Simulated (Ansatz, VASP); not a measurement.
**One calculation of KCl, two programs**

```
CELL_PARAMETERS angstrom
3.77117 0.00000 0.00000
0.00000 3.77117 0.00000
0.00000 0.00000 3.77117
ATOMIC_POSITIONS crystal
K 0.00000 0.00000 0.00000
Cl 0.50000 0.50000 0.50000
```

The cell was built by a generator and needn't be a form met in nature.

Alike in both runs: task single point; functional HSE06; k mesh 4 × 4 × 4; no spin polarisation.

```csv
,VASP,Ansatz
version,VASP 6.6.1,Ansatz 0.2.0
potentials or method,"VASP PAW PBE potentials, release 64 (K_sv, Cl)","plane waves, PAW"
plane-wave cutoff (eV),520,420
occupations,"gaussian, width 0.01 eV",fixed
valence electrons in the cell,16,16
```

Ansatz gave:

```
gap on the k mesh at the Fermi level (eV) : 6.37
pressure (GPa)                            : 0.6
```

Task: What did VASP give for the same quantities?

Result: gap on the k mesh at the Fermi level (eV): 6.36; pressure (GPa): 0.7.

Ansatz warned: «stress_exchange_threshold_loose».

Caveats: the PAW data sets were made with another functional, which shifts forces and pressure a little (VASP). A k mesh can miss the band edges.
